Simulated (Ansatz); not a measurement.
# TiB2: stress in a strained cell

Aim: deform TiB2 (zz strain of -1 %) and compute stress, forces and field gradients with LAPW, PAW and all-electron datasets made for the crystal.

Computed with Ansatz 0.2.0 (DFT PBE, scalar-relativistic, unless a step's input says otherwise).

## Step 1: The starting structure

It takes space group P6/mmm (No. 191, hexagonal). The conventional cell has a = 3.029 Å, b = 3.029 Å, c = 3.228 Å, α = 90.00°, β = 90.00°, γ = 120.00°. Ti (site symmetry 6/mmm) has 12 B at 2.38 Å as nearest neighbours. B (site symmetry -6m2) is surrounded by 3 B at 1.75 Å and 6 Ti at 2.38 Å.

Structure file:

```
Ti B
1.0
     3.02920    0.00000    0.00000
    -1.51460    2.62336    0.00000
     0.00000    0.00000    3.22840
Ti B
1 2
Direct
  0.00000 0.00000 0.00000
  0.33333 0.66667 0.50000
  0.66667 0.33333 0.50000
```

Atoms are numbered in the order of the input: Ti1, B2, B3.

## Step 2: After the deformation

Space group P6/mmm before, P6/mmm after.

## Step 3: All-electron LAPW

input.yaml

```yaml
crystal:
  lattice:
    - [3.0291982016, 0.0, 0.0]
    - [-1.5145991008, 2.6233625957, 0.0]
    - [0.0, 0.0, 3.196116]
  atoms:
    - { symbol: Ti, position: [0.0, 0.0, 0.0] }
    - { symbol: B, position: [0.3333333333, 0.6666666667, 0.5] }
    - { symbol: B, position: [0.6666666667, 0.3333333333, 0.5] }
kpoints:
  mp_grid: { grid: [15, 15, 13] }
  band_path:
    path:
      - [0.0, 0.0, 0.0]
      - [0.5, 0.0, 0.0]
      - [0.3333333333, 0.3333333333, 0.0]
      - [0.0, 0.0, 0.0]
      - [0.0, 0.0, 0.5]
      - [0.5, 0.0, 0.5]
      - [0.3333333333, 0.3333333333, 0.5]
      - [0.0, 0.0, 0.5]
      - [0.5, 0.0, 0.5]
    npoints: 5
scf:
  occupations: { method: fermi_dirac, width: 0.08 }
hamiltonian:
  xc: pbe
  pseudopotentials: { kind: all_electron, lapw: { basis_error: 0.001 } }
output:
  forces: true
  stress: true
  eigenvalues: true
```

Started as:

```
> ansatz run input.yaml --threads 1 --pin off --max-ram 6144MiB --backend cpu --events-out ev --progress --plain --runs-dir out
```

## Step 4: Frozen-core PAW

input.yaml

```yaml
crystal:
  lattice:
    - [3.0291982016, 0.0, 0.0]
    - [-1.5145991008, 2.6233625957, 0.0]
    - [0.0, 0.0, 3.196116]
  atoms:
    - { symbol: Ti, position: [0.0, 0.0, 0.0] }
    - { symbol: B, position: [0.3333333333, 0.6666666667, 0.5] }
    - { symbol: B, position: [0.6666666667, 0.3333333333, 0.5] }
kpoints:
  mp_grid: { grid: [15, 15, 13] }
scf:
  occupations: { method: fermi_dirac, width: 0.08 }
hamiltonian:
  xc: pbe
  pseudopotentials: { kind: paw }
output:
  forces: true
  stress: true
  eigenvalues: true
  efg: { contact_densities: true }
```

## Step 5: All-electron PAW on datasets made for the crystal

input.yaml, as its differences from that of step 4:

```diff
@@ -15,3 +15,3 @@
   xc: pbe
-  pseudopotentials: { kind: paw }
+  pseudopotentials: { kind: all_electron, datasets: crystal }
 output:
```

(Steps that only read results are left out.)

Q: Predict the outcome of this session. Wanted: pressure; largest shear or deviatoric stress.

As calculated:

```
                                 quantity                                           value
                                 pressure  LAPW 2.51, PAW 2.51, crystal datasets 2.52 GPa
largest shear or deviatoric stress (LAPW)                                        1.72 GPa
```

The largest part of the stress beyond the pressure is 1.72 GPa in size, in the zz component; the atoms are carried along and not relaxed. No run of the undeformed cell stands beside it, so the pressure holds what the given cell had before the change. PAW: stress within 0.04 GPa of LAPW. Crystal datasets: stress within 0.01 GPa of LAPW.
